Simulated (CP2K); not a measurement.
A run of CP2K 2026.2 is set up as follows.

ge_scf.inp

```
&GLOBAL
  PROJECT ge_scf
  RUN_TYPE ENERGY_FORCE
  PRINT_LEVEL LOW
&END GLOBAL
&FORCE_EVAL
  METHOD QS
  STRESS_TENSOR ANALYTICAL
  &DFT
    BASIS_SET_FILE_NAME BASIS_MOLOPT_UZH
    POTENTIAL_FILE_NAME POTENTIAL_UZH
    &MGRID
      CUTOFF 450
      REL_CUTOFF 60
      NGRIDS 4
    &END MGRID
    &QS
      METHOD GPW
      EPS_DEFAULT 1.0E-9
    &END QS
    &KPOINTS
      SCHEME MONKHORST-PACK 8 8 8
      GAMMA_CENTERED T
      SYMMETRY T
      SYMMETRY_BACKEND SPGLIB
    &END KPOINTS
    &SCF
      SCF_GUESS ATOMIC
      EPS_SCF 1.0E-6
      MAX_SCF 100
      ADDED_MOS 10
      CHOLESKY OFF
      EPS_EIGVAL 1.0E-7
      &DIAGONALIZATION ON
        ALGORITHM STANDARD
      &END DIAGONALIZATION
      &MIXING ON
        METHOD BROYDEN_MIXING
        ALPHA 0.4
        BETA 1.5
        NBUFFER 8
      &END MIXING
      &SMEAR ON
        METHOD FERMI_DIRAC
        ELECTRONIC_TEMPERATURE [K] 580.226
      &END SMEAR
    &END SCF
    &XC
      &XC_FUNCTIONAL
        &GGA_X_PBE
        &END GGA_X_PBE
        &GGA_C_PBE
        &END GGA_C_PBE
      &END XC_FUNCTIONAL
    &END XC
    &PRINT
      &KPOINTS ON
      &END KPOINTS
      &MULLIKEN ON
      &END MULLIKEN
      &MO ON
        ENERGIES T
        OCCUPATION_NUMBERS T
        &EACH
          QS_SCF 0
        &END EACH
        ADD_LAST NUMERIC
      &END MO
    &END PRINT
  &END DFT
  &SUBSYS
    &CELL
      A 4.0006828887 0.0000000000 0.0000000000
      B 2.0003414444 3.4646930141 0.0000000000
      C 2.0003414444 1.1548976714 3.2665439000
      PERIODIC XYZ
    &END CELL
    &COORD
      Ge  6.0010243331 3.4646930141 2.4499079250
      Ge  4.0006828888 2.3097953428 1.6332719500
    &END COORD
    &KIND Ge
      BASIS_SET TZV2P-MOLOPT-PBE-GTH-q4
      POTENTIAL GTH-PBE-q4
    &END KIND
    &PRINT
      &ATOMIC_COORDINATES ON
      &END ATOMIC_COORDINATES
      &CELL ON
      &END CELL
    &END PRINT
  &END SUBSYS
  &PRINT
    &FORCES ON
    &END FORCES
    &STRESS_TENSOR ON
    &END STRESS_TENSOR
  &END PRINT
&END FORCE_EVAL
```

Potentials or basis: POTENTIAL_UZH Ge GTH-PBE-q4; TZV2P-MOLOPT-PBE-GTH basis.

The run is started by

```sh
$ OMP_NUM_THREADS=1 cp2k.psmp -i ge_scf.inp -o ge_scf.out
```

Question: Predict the pressure.

Answer: 4.0 GPa.

Question: What does it give for the band gap on the k mesh?

Answer: None (metal or under the smearing width).

Caveat: the basis of atomic orbitals isn't converged, which shifts pressures, moduli and gaps.

**Experimental background.**

From “Electronic and optical properties of SixGe1-x-ySny alloys lattice-matched to Ge”, 2021, arxiv:2109.02782, for a bulk crystal of Ge at 300 K: band gap 0.807 eV (direct).

A measured gap of Ge is 0.807 eV (direct; 300 K; “Electronic and optical properties of SixGe1-x-ySny alloys lattice-matched to Ge”, 2021, arxiv:2109.02782); the calculated 0.00 eV misses it by -0.81 eV. 3 values of this kind are on record (0.666 to 0.807 eV); this one was drawn at random among those near their median. Spin-orbit coupling on Ge is left out. The value is that of PBE in an atomic basis (POTENTIAL_UZH Ge GTH-PBE-q4; TZV2P-MOLOPT-PBE-GTH basis), whose error adds to the functional's, on a finite k mesh, which can miss the band edges, without temperature or zero-point motion. Semilocal functionals fall short of measured gaps as a rule.
